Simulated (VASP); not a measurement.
VASP 6.6.1 run: MgTe

INCAR

```
ISMEAR = 1
EDIFF = 1E-7
NBANDS = 44
LASPH = .TRUE.
NSW = 0
ISIF = 2
LCHARG = .FALSE.
NELM = 76
LREAL = .FALSE.
PREC = Accurate
METAGGA = RSCAN
IBRION = -1
ENCUT = 520
SIGMA = 0.1
LWAVE = .FALSE.
```

KPOINTS

```
KPOINTS created by Atomic Simulation Environment
0
Gamma
8 8 8
0 0 0
```

POSCAR

```
Mg Te
 1.0000000000000000
     0.0000000000000000    3.3103829093999999    3.3103829093999999
     3.3103829093999999    0.0000000000000000    3.3103829093999999
     3.3103829093999999    3.3103829093999999    0.0000000000000000
 Mg  Te
   1   1
Cartesian
  0.0000000000000000  0.0000000000000000  0.0000000000000000
  1.6551914547000000  1.6551914547000000  1.6551914547000000
```

The recommended PBE PAW datasets give the neutral cell 8 valence electrons.

Command

```
mpirun -np 1 vasp_std
```

**Question.** How does this run end, and what does it give?

**Answer.** It converged. Results: gap between bands v and c on the k mesh 2.67 eV; least direct gap on the k mesh 2.67 eV; pressure -2.3 GPa. Band v is the last that the valence electrons fill when counted band by band, and c is the next.

OSZICAR

```
N       E                     dE             d eps       ncg     rms          rms(c)
DAV:   1    -0.220581351391E+02   -0.22058E+02   -0.23979E+03  2560   0.137E+02
DAV:   2    -0.530772660388E+02   -0.31019E+02   -0.28963E+02  3176   0.380E+01
DAV:   3    -0.542318863260E+02   -0.11546E+01   -0.11434E+01  3140   0.690E+00
DAV:   4    -0.542394131407E+02   -0.75268E-02   -0.75253E-02  3068   0.544E-01
DAV:   5    -0.542394878582E+02   -0.74717E-04   -0.74716E-04  3032   0.582E-02    0.263E+00
DAV:   6    -0.531636728338E+02    0.10758E+01   -0.20473E-01  2668   0.744E-01    0.194E+00
DAV:   7    -0.531690323596E+02   -0.53595E-02   -0.10568E-01  3064   0.509E-01    0.819E-01
DAV:   8    -0.531763146013E+02   -0.72822E-02   -0.11398E-02  2888   0.171E-01    0.466E-01
DAV:   9    -0.531767642730E+02   -0.44967E-03   -0.49900E-04  3140   0.434E-02    0.199E-01
DAV:  10    -0.531768114125E+02   -0.47139E-04   -0.25390E-05  2956   0.992E-03    0.570E-02
DAV:  11    -0.531768198873E+02   -0.84748E-05   -0.43075E-06  2872   0.430E-03    0.816E-03
DAV:  12    -0.531768201431E+02   -0.25583E-06   -0.34227E-07  3024   0.125E-03    0.839E-04
DAV:  13    -0.531768201144E+02    0.28773E-07   -0.12693E-08  2976   0.204E-04
   1 F= -.53176820E+02 E0= -.53176994E+02  d E =0.520632E-03
```

For comparison, a separate PBE run of the intended cell, on usual settings and not on those above, gives a gap of 2.10 eV on its mesh and a pressure of -1.6 GPa.
